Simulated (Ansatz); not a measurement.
**LiH**

Level of theory: DFT, PBE, scalar-relativistic, no spin polarisation; plane waves to 420 eV with PAW datasets (Ansatz 0.2.0), 14×14×14 k-mesh, Gaussian smearing of 0.05 eV. The datasets are Ansatz's generated set soft_2.

```
CELL_PARAMETERS angstrom
0.00000 2.00424 2.00424
2.00424 0.00000 2.00424
2.00424 2.00424 0.00000
ATOMIC_POSITIONS crystal
Li 0.00000 0.00000 0.00000
H 0.50000 0.50000 0.50000
```

The chain of runs began from a cell as deposited in COD, expanded in volume.

```yaml
Space_group: Fm-3m (No. 225)
Volume: 8.05 Å³/atom
Band_gap: 2.99 eV
Smallest_direct_gap: 2.99 eV
Bader_charges: Li 0.85; H -0.85 e
Pressure_derivative_B0′: 3.4
```

(1) What does PBE give for the formation energy from the elements (0 K, uncorrected)?

(2) Estimate the bulk modulus (Birch–Murnaghan) at this level of theory (PBE).

Answers:

(1) -0.42 eV/atom.

(2) 36 GPa.

Formal charges Li⁺, H⁻ balance and leave closed shells on every ion, so a band insulator is expected, and the gap is 2.99 eV.

Bader charges against formal ones: Li +0.85 (+1), H −0.85 (−1). The cations give up 85 % of the formal charge; Bader charges stay under formal ones because the anions' density reaches into the cations' basins, though a share this high marks a strongly ionic bond.

**The experiment.** The Crystallography Open Database holds a cell as deposited of cubic LiH (space group Fm-3m), temperature not stated (2007, doi:10.1107/S0108768106046465): a = 4.074 Å, 8.45 Å³/atom.

**Against experiment.** PBE gives 4.008 Å and 8.05 Å³/atom, −4.7 % in volume (−1.6 % in length) from the database's cell. PBE more often overestimates volumes; a smaller cell is partly the thermal expansion and zero-point motion that the static lattice lacks, roughly 4.2 to 10.6 % in volume at 300 K (room temperature assumed) by Grüneisen's rule, γ·3k_BT/(B0·V0) with γ of 1 to 2.5. The database's entry may also be off.

Semilocal functionals underestimate band gaps, commonly by a third or more.
